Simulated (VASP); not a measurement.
# BiTe (R-3m) in VASP: a series of runs

The runs below take BiTe through single point, with PBE.

All numbers are computed with VASP 6.6.1; they aren't measurements. Logs are shortened: lines on timing, memory, paths and dates and some standing lists are left out, and cuts for length are marked.

## (1) The structure

It takes space group R-3m (No. 166, trigonal). The conventional cell has a = 4.845 Å, b = 4.845 Å, c = 9.952 Å, α = 90.00°, β = 90.00°, γ = 120.00°. Around Bi (site symmetry -3m) lie 6 Te at 3.25 Å. Around Te (site symmetry -3m) lie 6 Bi at 3.25 Å.

The cell comes from a database or a generator and needn't be the stable form of this composition.

## (2) Single point, PBE

The input, INCAR:

```
PREC = Low
ENCUT = 550
EDIFF = 1E-7
ISMEAR = 0
SIGMA = 0.05
LREAL = F
LASPH = T
NELM = 100
ALGO = Normal
ISIF = 2
LWAVE = F
LCHARG = F
GGA = PE
NBANDS = 18
ADDGRID = F
```

The input, KPOINTS:

```
Automatic mesh
0
Gamma
  9 9 9
```

The input, POSCAR:

```
BiTe
1.0
    2.4227077728      1.3987509848      3.3172919545
   -2.4227077728      1.3987509848      3.3172919545
    0.0000000000     -2.7975019696      3.3172919545
Bi Te
1 1
Direct
    0.5120250000      0.5038480000      0.5048510000
   -0.0040940000     -0.0152210000     -0.0035880000
```

Potentials or basis: VASP PAW PBE potentials, release 64 (Bi_d, Te).

Run with:

```sh
$ cat potpaw_PBE.64/Bi_d/POTCAR potpaw_PBE.64/Te/POTCAR > POTCAR
$ mpirun -np 1 vasp_std > vasp.out
```

OUTCAR:

```text
PREC = Low
   ENCUT = 550
   EDIFF = 1E-7
   ISMEAR = 0
   LREAL = F
   LASPH = T
   NELM = 100
   ISIF = 2
   GGA = PE

 Found    365 irreducible k-points:

 Following reciprocal coordinates:
            Coordinates               Weight
  0.000000  0.000000  0.000000      1.000000
  0.111111 -0.000000  0.000000      2.000000
 -0.000000  0.111111  0.000000      2.000000
  0.000000  0.000000  0.111111      2.000000
  0.222222 -0.000000  0.000000      2.000000
 -0.000000  0.222222  0.000000      2.000000
   k-points           NKPTS =    365   k-points in BZ     NKDIM =    365   number of bands    NBANDS=     18
   number of dos      NEDOS =    301   number of ions     NIONS =      2
   total plane-waves  NPLWV =  21952
   dimension x,y,z NGX =    28 NGY =   28 NGZ =   28
   dimension x,y,z NGXF=    28 NGYF=   28 NGZF=   28
   ions per type =               1   1
   NGX,Y,Z   is equivalent  to a cutoff of  10.73, 10.73, 10.73 a.u.
   NGXF,Y,Z  is equivalent  to a cutoff of  10.73, 10.73, 10.73 a.u.
 SYSTEM =  unknown system
   PREC   = low       normal or accurate (medium, high low for compatibility)
   ISTART =      0    job   : 0-new  1-cont  2-samecut
   ICHARG =      2    charge: 1-file 2-atom 10-const
   ISPIN  =      1    spin polarized calculation?
   LNONCOLLINEAR =      F non collinear calculations
   LSORBIT =      F    spin-orbit coupling
   LASPH  =      T    aspherical Exc in radial PAW
   ENCUT  =  550.0 eV  40.42 Ry    6.36 a.u.   8.30  8.30  8.30*2*pi/ulx,y,z
   NELM   =    100;   NELMIN=  2; NELMDL= -5     # of ELM steps
   EDIFF  = 0.1E-06   stopping-criterion for ELM
[... 30 lines left out ...]
 non-spin polarized calculation
 Gauss-broadening in eV      SIGMA  =   0.05
  energy-cutoff  :      550.00
  volume of cell :       67.45
 maximum number of plane-waves:      2002
   NGX = 17   NGY = 17   NGZ = 17

 number of electron      20.9999835 magnetization

 Free energy of the ion-electron system (eV)
  ---------------------------------------------------
  ext. energy  EPLUGINS =         0.00000000
  ---------------------------------------------------
  free energy    TOTEN  =        -7.17005413 eV

  energy without entropy =       -7.16802435  energy(sigma->0) =       -7.16903924

 E-fermi :   6.6592     XC(G=0):  -9.4744

 val. band max:        6.6581806731   @ k =  -0.1111  -0.3333   0.2222
 cond. band min:       6.6607507249   @ k =  -0.4444   0.1111   0.1111
 fundamental gap:      0.0025700518
 Fermi energy:         6.6592403437

 k-point     1 :       0.0000    0.0000    0.0000
  band No.  band energies     occupation
      1     -16.5537      2.00000
      2     -16.5533      2.00000
      3     -16.5428      2.00000
      4     -16.5403      2.00000
      5     -16.5273      2.00000
      6      -6.8241      2.00000
[... 10 lines left out ...]
     17      13.3365      0.00000
     18      13.5675      0.00000

 k-point     2 :       0.1111   -0.0000    0.0000
  band No.  band energies     occupation
      1     -16.5536      2.00000
      2     -16.5531      2.00000
      3     -16.5430      2.00000
      4     -16.5399      2.00000
      5     -16.5271      2.00000
      6      -6.7190      2.00000
[... 10 lines left out ...]
     17      13.5701      0.00000
     18      14.0374      0.00000

 k-point     3 :      -0.0000    0.1111    0.0000
  band No.  band energies     occupation
      1     -16.5534      2.00000
      2     -16.5532      2.00000
      3     -16.5433      2.00000
      4     -16.5396      2.00000
      5     -16.5271      2.00000
      6      -6.7191      2.00000
[... 10 lines left out ...]
     17      13.5718      0.00000
     18      14.0404      0.00000

 k-point     4 :       0.0000    0.0000    0.1111
  band No.  band energies     occupation
      1     -16.5535      2.00000
      2     -16.5533      2.00000
      3     -16.5420      2.00000
      4     -16.5409      2.00000
      5     -16.5270      2.00000
      6      -6.7188      2.00000
[... 10 lines left out ...]
     17      13.5667      0.00000
     18      14.0301      0.00000

 k-point     5 :       0.2222   -0.0000    0.0000
  band No.  band energies     occupation
      1     -16.5536      2.00000
      2     -16.5526      2.00000
      3     -16.5440      2.00000
      4     -16.5383      2.00000
      5     -16.5262      2.00000
      6      -6.4069      2.00000
[... 10 lines left out ...]
     17      14.8147      0.00000
     18      15.3287      0.00000

 k-point     6 :      -0.0000    0.2222    0.0000
  band No.  band energies     occupation
      1     -16.5533      2.00000
      2     -16.5529      2.00000
      3     -16.5444      2.00000
      4     -16.5377      2.00000
      5     -16.5263      2.00000
      6      -6.4075      2.00000
[... 10 lines left out ...]
     17      14.8179      0.00000
     18      15.3339      0.00000

 [... further k-points ...]
[... 5 lines left out ...]
  --------------------------------------------------------------------------------------
  -------------------------------------------------------------------------------------
  Total        0.0277079      0.0864359      0.0722135      0.0075306      0.0001671     -0.0003495
  in kB        0.6581701      2.0531870      1.7153493      0.1788808      0.0039683     -0.0083030
  external PRESSURE =       1.4755688 kB  Pullay stress =       0.0000000 kB

 VOLUME and BASIS-vectors are now :
 -----------------------------------------------------------------------------
  energy-cutoff  :      550.00
  volume of cell :       67.45
      direct lattice vectors                 reciprocal lattice vectors
     2.422707773  1.398750985  3.317291954     0.206380648  0.119153923  0.100483568
    -2.422707773  1.398750985  3.317291954    -0.206380648  0.119153923  0.100483568
     0.000000000 -2.797501970  3.317291954     0.000000000 -0.238307845  0.100483568

 POSITION                                       TOTAL-FORCE (eV/Angst)
 -----------------------------------------------------------------------------------
      0.01981      0.00863      5.04469         0.017362     -0.055038     -0.148267
      0.02696     -0.01698      9.87590        -0.017362      0.055038      0.148267
 -----------------------------------------------------------------------------------
    total drift:                                0.003478      0.000583      0.011722

  FREE ENERGIE OF THE ION-ELECTRON SYSTEM (eV)
  ---------------------------------------------------
  free  energy   TOTEN  =        -7.1700541266 eV

  energy  without entropy=       -7.1680243528  energy(sigma->0) =       -7.16903924
```

Run time: 2 min. Hardware: 1 thread of Intel Xeon 6975P-C (Granite Rapids), shared host; peak memory 0.51 GiB.

The run converged, but some of its settings lie outside the range that counts as converged, so its numbers aren't taken as properties of the crystal.

Results:

```
Free energy            : -7.1701 eV
Pressure               : 0.1 GPa
Largest force          : 0.159 eV/Å
Band gap on the k mesh : none (metal or under the smearing width)
```

Caveat: spin-orbit coupling is left out, which moves the levels of the heavy elements.

## (3) Single point, PBE

INCAR: that of step 2 with these lines changed.

```diff
@@ -1,2 +1,2 @@
-PREC = Low
+PREC = Normal
 ENCUT = 550
```

KPOINTS is that of step 2.

The input, POSCAR:

```
BiTe
1.0
    2.4227077728      1.3987509848      3.3172919545
   -2.4227077728      1.3987509848      3.3172919545
    0.0000000000     -2.7975019696      3.3172919545
Bi Te
1 1
Direct
    0.5000000000      0.5000000000      0.5000000000
    0.0000000000      0.0000000000      0.0000000000
```

Potentials or basis: VASP PAW PBE potentials, release 64 (Bi_d, Te).

Run with:

```sh
$ cat potpaw_PBE.64/Bi_d/POTCAR potpaw_PBE.64/Te/POTCAR > POTCAR
$ mpirun -np 1 vasp_std > vasp.out
```

Wall time 32 s (1 thread of Intel Xeon 6975P-C (Granite Rapids), shared host); peak memory 0.23 GiB.

These settings aren't checked as converged: the numbers below hold their error.

What came out:

| Item | Value |
| --- | --- |
| Free energy | -7.1828 eV |
| Pressure | -0.1 GPa |
| Band gap on the k mesh | none (metal or under the smearing width) |

Caveat: spin-orbit coupling is left out, which moves the levels of the heavy elements.

## (4) Single point, PBE

INCAR is that of step 3.

KPOINTS is that of step 3.

The input, POSCAR:

```
BiTe
1.0
    2.4227077728      1.3987509848      3.3172919545
   -2.4227077728      1.3987509848      3.3172919545
    0.0000000000     -2.7975019696      3.3172919545
Bi Te
1 1
Direct
    0.5120250000      0.5038480000      0.5048510000
   -0.0040940000     -0.0152210000     -0.0035880000
```

Run with:

```sh
$ cat potpaw_PBE.64/Bi_d/POTCAR potpaw_PBE.64/Te/POTCAR > POTCAR
$ mpirun -np 1 vasp_std > vasp.out
```

Wall time 2.2 min (1 thread of Intel Xeon 6975P-C (Granite Rapids), shared host); peak memory 0.54 GiB.

These settings aren't checked as converged: the numbers below hold their error.

What came out:

```
Free energy            : -7.1703 eV
Pressure               : 0.2 GPa
Largest force          : 0.164 eV/Å
Band gap on the k mesh : none (metal or under the smearing width)
```

Caveat: spin-orbit coupling is left out, which moves the levels of the heavy elements.

## (5) For comparison

An earlier run on the cell as given: functional PBE; potentials or basis VASP PAW PBE potentials, release 64 (Bi_d, Te); cutoff 520 eV; k mesh 7 × 7 × 7; occupations fermi-dirac, width 0.05 eV; no spin polarisation.

* Pressure: 0.1 GPa
* Band gap on the k mesh: none (metal or under the smearing width)
